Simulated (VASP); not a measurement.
A run of VASP 6.6.1:

The input INCAR:

```
SYSTEM = FeSi2
ALGO     = Normal         ! electronic algorithm
EDIFF    = 1E-6           ! SCF threshold, eV
ENCUT    = 520            ! plane-wave cutoff, eV
GGA      = PS             ! functional
ISIF     = 2              ! what is computed and relaxed
ISMEAR   = 0              ! smearing method
LASPH    = .TRUE.         ! aspherical terms in the spheres
LCHARG   = .FALSE.        ! write CHGCAR
LREAL    = .FALSE.        ! projectors in reciprocal space
LWAVE    = .FALSE.        ! write WAVECAR
NBANDS   = 15             ! bands
NELM     = 100            ! most SCF steps
PREC     = Accurate       ! precision mode
SIGMA    = 0.1            ! smearing width, eV
```

KPOINTS

```
k-points
0
G
  16 16 8
  0 0 0
```

POSCAR

```
FeSi2
1.0
    2.6495187599      0.0000000000      0.0000000000
    0.0000000000      2.6495187599      0.0000000000
    0.0000000000      0.0000000000      5.1370005433
Fe Si
1 2
Direct
    0.0000000000      0.0000000000      0.0000000000
    0.5000000000      0.5000000000      0.2719321963
    0.5000000000      0.5000000000      0.7280678037
```

Potentials or basis: VASP PAW PBE potentials, release 64 (Fe, Si).

Run with:

```console
$ cat potpaw_PBE.64/Fe/POTCAR potpaw_PBE.64/Si/POTCAR > POTCAR
$ mpirun -np 1 vasp_std > vasp.out
```

Hardware: 1 thread of AMD EPYC 9R14 (Zen 4) (shared host).

Q: Estimate the wall time of this run.

A: Wall time 51 s on 1 thread of AMD EPYC 9R14 (Zen 4), on a shared host, peak memory 0.21 GiB. Counts: scf iterations 13, k points 225.
